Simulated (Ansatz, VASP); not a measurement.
## One calculation of Ge, two programs

```
Ge
1.0
     0.00000    2.77116    2.77116
     2.77116    0.00000    2.77116
     2.77116    2.77116    0.00000
Ge
2
Direct
  0.75000 0.75000 0.75000
  0.50000 0.50000 0.50000
```

Alike in both runs: task single point; functional revPBE; dispersion D4; k mesh 8 × 8 × 8; occupations fermi-dirac, width 0.05 eV; no spin polarisation.

```csv
,VASP,Ansatz
version,VASP 6.6.1,Ansatz 0.2.0
potentials or method,"VASP PAW PBE potentials, release 64 (Ge_d)",Ansatz PAW
plane-wave cutoff (eV),520,420
valence electrons in the cell,28,28
```

Ansatz gave:

```
gap on the k mesh at the Fermi level (eV) : 0.43
least direct gap on the mesh (eV)         : 0.69
pressure (GPa)                            : 5.9
dispersion energy (meV/atom)              : -576.8
```

Question: Which values does VASP return?

Answer: gap on the k mesh at the Fermi level (eV): 0.44; least direct gap on the mesh (eV): 0.70; pressure (GPa): 5.8; dispersion energy (meV/atom): -576.7.

Caveats: the PAW data sets were made with another functional, which shifts forces and pressure a little (VASP); the PAW data sets come from PBE, with cores solved anew for the run's functional, which leaves a small shift of forces and pressure (Ansatz).
